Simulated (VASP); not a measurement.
The system is BeSe.

```xyz
2
Lattice="0.0000 2.5350 2.5350 2.5350 0.0000 2.5350 2.5350 2.5350 0.0000" Properties=species:S:1:pos:R:3 pbc="T T T"
Be    0.0000    0.0000    0.0000
Se    1.2675    1.2675    1.2675
```

```yaml
Program: VASP 6.6.1
Task: relaxation of cell and atoms
Functional: PBEsol
Potentials_or_basis: VASP PAW PBE potentials, release 64 (Be, Se)
Cutoff: 600 eV
k_mesh: 10 × 10 × 10
Occupations: gaussian, width 0.02 eV
Spin: no spin polarisation
```

At the start: pressure 3.3 GPa; volume 16.29 Å³/atom.

Question: How do energy, volume and symmetry change on relaxing?

Answer: Over 3 steps the energy falls by 6.3 meV/atom and the volume is 16.93 Å³/atom (+3.9 %); space group F-43m (No. 216, to 0.05 Å).

The path:
```tsv
step	energy change (eV)	largest force (eV/Å)	pressure (GPa)	volume (Å³)
1	0.0000	0.0000	3.28	32.58
2	-0.0119	0.0000	-0.74	34.18
3	-0.0126	0.0000	0.01	33.85
```

Final structure:
```yaml
crystal:
  lattice:
    - [0.00000, 2.56755, 2.56755]
    - [2.56755, 0.00000, 2.56755]
    - [2.56755, 2.56755, 0.00000]
  atoms:
    - { symbol: Be, position: [0.00000, 0.00000, 0.00000] }
    - { symbol: Se, position: [0.25000, 0.25000, 0.25000] }
```

Caveat: the PAW data sets were made with another functional, which shifts forces and pressure a little.
